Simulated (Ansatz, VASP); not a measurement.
**GaAs in VASP and in Ansatz**

```
CELL_PARAMETERS angstrom
0.00000 2.87269 2.87269
2.87269 0.00000 2.87269
2.87269 2.87269 0.00000
ATOMIC_POSITIONS crystal
Ga 0.00000 0.00000 0.00000
As 0.25000 0.25000 0.25000
```

Alike in both runs: functional PBE; k mesh 12 × 12 × 12; occupations gaussian, width 0.02 eV; no spin polarisation.

Ansatz relaxed the structure, and its values are those at the end. VASP's run is a single point on that final structure, the one shown.

|  | VASP | Ansatz |
| --- | --- | --- |
| version | VASP 6.6.1 | Ansatz 0.2.0 |
| potentials or method | VASP PAW PBE potentials, release 64 (Ga_d, As) | scalar-relativistic, plane waves, PAW |
| plane-wave cutoff (eV) | 520 | 420 |
| valence electrons in the cell | 18 | 28 |

```tsv
	VASP	Ansatz	Ansatz less VASP
gap on the k mesh at the Fermi level (eV)	0.16	0.16	-0.003
least direct gap on the mesh (eV)	0.16	0.16	-0.003
pressure (GPa)	0.2	0.0	-0.17
```

With one functional, cell and mesh, what is left measures potentials, basis and numerics. The two sets of potentials don't hold the same shells in valence.

As with any semilocal functional, this PBE gap is likely too small.
